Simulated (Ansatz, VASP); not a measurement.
**GaSb: VASP beside Ansatz**

INCAR

```
  PREC = Accurate
  ENCUT = 520
  EDIFF = 1E-7
  ISMEAR = -1
  SIGMA = 0.08
  LREAL = F
  LASPH = T
  NELM = 100
  ALGO = Normal
  ISIF = 2
  LWAVE = F
  LCHARG = F
  GGA = PE
  NBANDS = 16
```

KPOINTS

```
Automatic mesh
0
Gamma
  9 9 9
```

The input POSCAR:

```
GaSb
1.0
    0.0000000000      3.1690161454      3.1690161454
    3.1690161454      0.0000000000      3.1690161454
    3.1690161454      3.1690161454      0.0000000000
Ga Sb
1 1
Direct
    0.0000000000      0.0000000000      0.0000000000
    0.2500000000      0.2500000000      0.2500000000
```

Input for Ansatz:

```yaml
crystal:
  lattice:
    - [0.0, 3.1690161454, 3.1690161454]
    - [3.1690161454, 0.0, 3.1690161454]
    - [3.1690161454, 3.1690161454, 0.0]
  atoms:
    - { symbol: Ga, position: [0.0, 0.0, 0.0] }
    - { symbol: Sb, position: [0.25, 0.25, 0.25] }
kpoints:
  mp_grid: { grid: [9, 9, 9] }
scf:
  occupations: { method: fermi_dirac, width: 0.08 }
hamiltonian:
  xc: pbe
  pseudopotentials: { kind: all_electron, lapw: { basis_error: 0.001 } }
output:
  forces: true
  stress: true
  eigenvalues: true
```

Change from the starting cell: volume scaled by 1.06.

Alike in both runs: task single point; functional PBE; k mesh 9 × 9 × 9; occupations fermi-dirac, width 0.08 eV; no spin polarisation.

```csv
,VASP,Ansatz
version,VASP 6.6.1,Ansatz 0.2.0
potentials or method,"VASP PAW PBE potentials, release 64 (Ga_d, Sb)","all-electron LAPW, scalar-relativistic"
plane-wave cutoff (eV),520,see its input
```

Ansatz gave:

* pressure (GPa): -2.3

Q: Which values does VASP return?

A: Pressure (GPa): -2.2.

Ansatz ran all-electron here, so the differences hold the error of VASP's frozen core and of both bases.

Spin-orbit coupling is left out, which matters for the levels of Sb.
